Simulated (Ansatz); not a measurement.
HCN on a (111) slab of ZrC (Fm-3m (No. 225)), 6 planes, outer planes C (top) and Zr (bottom), 1 a cell of 37.8 Å², relaxed and still whole (its atoms last):

```yaml
crystal:
  lattice:
    - [6.60854, 0.00000, 0.00000]
    - [-3.30427, 5.72316, 0.00000]
    - [0.00000, 0.00000, 24.74481]
  atoms:
    - { symbol: Zr, position: [0.16667, 0.33333, 0.32330] }
    - { symbol: Zr, position: [0.16667, 0.83333, 0.32330] }
    - { symbol: Zr, position: [0.66667, 0.33333, 0.32330] }
    - { symbol: Zr, position: [0.66667, 0.83333, 0.32330] }
    - { symbol: C, position: [0.33333, 0.16667, 0.37782] }
    - { symbol: C, position: [0.33333, 0.66667, 0.37782] }
    - { symbol: C, position: [0.83333, 0.16667, 0.37782] }
    - { symbol: C, position: [0.83333, 0.66667, 0.37782] }
    - { symbol: Zr, position: [0.50000, 0.50000, 0.43233] }
    - { symbol: Zr, position: [0.50000, 0.00000, 0.43233] }
    - { symbol: Zr, position: [0.00000, 0.50000, 0.43233] }
    - { symbol: Zr, position: [0.00000, 0.00000, 0.43233] }
    - { symbol: C, position: [0.66714, 0.33272, 0.48650] }
    - { symbol: C, position: [0.66406, 0.83220, 0.48609] }
    - { symbol: C, position: [0.16753, 0.33539, 0.48614] }
    - { symbol: C, position: [0.16765, 0.83228, 0.48592] }
    - { symbol: Zr, position: [0.83412, 0.66901, 0.54001] }
    - { symbol: Zr, position: [0.83507, 0.16459, 0.54076] }
    - { symbol: Zr, position: [0.33278, 0.66682, 0.54554] }
    - { symbol: Zr, position: [0.33105, 0.16558, 0.54020] }
    - { symbol: C, position: [0.98305, 0.49202, 0.58637] }
    - { symbol: C, position: [0.00276, 0.99668, 0.59169] }
    - { symbol: C, position: [0.50748, 0.49269, 0.58619] }
    - { symbol: C, position: [0.50731, 0.01515, 0.58654] }
    - { symbol: C, position: [0.20765, 0.76082, 0.68827] }
    - { symbol: N, position: [0.30218, 0.65475, 0.69473] }
    - { symbol: H, position: [0.12026, 0.85966, 0.68133] }
```

All numbers below come from DFT PBE+D3(BJ), scalar-relativistic, plane waves, PAW in Ansatz. Cutoff 420 eV; k points 3×3×1 on the computed 27-atom cell (Γ-centred); Gaussian smearing, width 0.10 eV; no spin polarisation. A dipole correction removes the field between periodic images along c.

It binds with 0.28 eV a molecule against the clean slab and the free molecule (no zero-point or thermal terms); its shortest contact is H–C 2.65 Å. Take first-order desorption with no barrier to adsorption, no reaction on the face and an assumed prefactor of 10^13 s⁻¹.

Q: How long does a molecule stay at 300 K?

A: τ = ν⁻¹·exp(E/k_BT) with k_BT = 0.0259 eV: E/k_BT = 10.8, so τ ≈ 5×10^-9 s. At about one hit a site a second (10⁻⁶ mbar) the coverage is near τ × 1 s⁻¹, so a layer needs roughly 2×10^2 mbar.

Q: Where does its peak lie in a desorption experiment heated at 2 K/s?

A: The peak obeys E/(k_B·T_p²) = (ν/β)·exp(−E/k_BT_p). Solving gives T_p ≈ 107 K (E/k_BT_p = 30.5). An error of 0.1 eV in E moves it by about 38 K, and larger molecules have larger prefactors, which lowers it.